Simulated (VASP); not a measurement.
Write the native input for VASP 6.6.1 that does the following.

| Quantity | Value |
| --- | --- |
| Task | single point |
| Functional | PBE |
| Potentials or basis | VASP PAW PBE potentials, release 64 (C) |
| Cutoff | 520 eV |
| k mesh | 4 × 4 × 4 |
| Occupations | gaussian, width 0.02 eV |
| Spin | no spin polarisation |
| Further INCAR settings | ALGO = Fast; EDIFF = 1e-07 |

The structure of C lies in POSCAR:

```
C                                       
1.0
    0.0000000000      1.7701833674      1.7701833674
    1.7701833674      0.0000000000      1.7701833674
    1.7701833674      1.7701833674      0.0000000000
  C             
     2
Direct
     0.0000000000000000    0.0000000000000000    0.0000000000000000
     0.2500000000000000    0.2500000000000000    0.2500000000000000
```

This isn't the form of C at room conditions, which is graphite.

The cell isn't the ideal one: a relaxed cell with its volume scaled by 0.97.

The input as run:

INCAR

```
PREC     = Accurate       # precision mode
ENCUT    = 520            # plane-wave cutoff, eV
EDIFF    = 1E-7           # SCF threshold, eV
ISMEAR   = 0              # smearing method
SIGMA    = 0.02           # smearing width, eV
LREAL    = F              # projectors in reciprocal space
LASPH    = T              # aspherical terms in the spheres
NELM     = 100            # most SCF steps
ALGO     = Fast           # electronic algorithm
ISIF     = 2              # what is computed and relaxed
LWAVE    = F              # write WAVECAR
LCHARG   = F              # write CHGCAR
GGA      = PE             # functional
```

KPOINTS

```
Automatic mesh
0
Gamma
  4 4 4
```

Potentials or basis: VASP PAW PBE potentials, release 64 (C).

The run is started by

```bash
$ cat potpaw_PBE.64/C/POTCAR > POTCAR
$ mpirun -np 1 vasp_std > vasp.out
```

Results of the run:

```json
{
 "Pressure": "13.9 GPa",
 "Band gap on the k mesh": "4.49 eV, indirect (least direct gap 5.64 eV)"
}
```

Caveat: the k mesh is coarse (spacing up to 0.77 Å⁻¹), so the values aren't converged.

Run time: 2.8 s on 1 thread of Intel(R) Xeon(R) Platinum 8488C (Sapphire Rapids) (shared host), peak memory 0.11 GiB.
